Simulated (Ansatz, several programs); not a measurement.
MgO in the wurtzite structure, relaxed with PBE in Ansatz (plane waves, PAW): the symmetry is P6_3mc (No. 186, hexagonal); conventional cell a = 3.314 Å, c = 5.124 Å, 12.18 Å³ an atom. Around Mg lie 4 O at 1.99–2.01 Å; around O lie 4 Mg at 1.99–2.01 Å. The cell was then scaled with its shape and fractional coordinates held, which makes it stiffer than a relaxed compression. No spin polarisation and no zero-point or thermal motion; the cell was built from a prototype and may be hypothetical.

| V (Å³/atom) | E (meV/atom) |
| --- | --- |
| 11.452 | 17.50 |
| 11.818 | 4.17 |
| 12.183 | 0.00 |
| 12.914 | 14.26 |

Problem. Pass a cubic E = c₀ + c₁u + c₂u² + c₃u³, with u = V − 12.092 Å³, through these points.

Solution. c₀ = 0.25, c₁ = -5.544, c₂ = 30.833, c₃ = -4.0845 (meV and Å³).

Problem. Where is the minimum, and what bulk modulus follows?

Solution. dE/du = 0 at u = +0.092, so V₀ = 12.18 Å³. B = V₀ d²E/dV² = 12.18 × (2c₂ + 6c₃u) = 12.18 × 59.422 = 724 meV/Å³, and 1 meV/Å³ is 0.16022 GPa: 116 GPa. A third-order Birch-Murnaghan fit to all five points gives 12.18 Å³ and 115 GPa.

Problem. Predict the energy and the pressure at the withheld volume, 12.549 Å³.

Solution. With u = +0.457: E ≈ 3.77 meV and P = −dE/dV ≈ -3.22 GPa. The run gives 3.74 meV and, from its stress, -3.20 GPa.
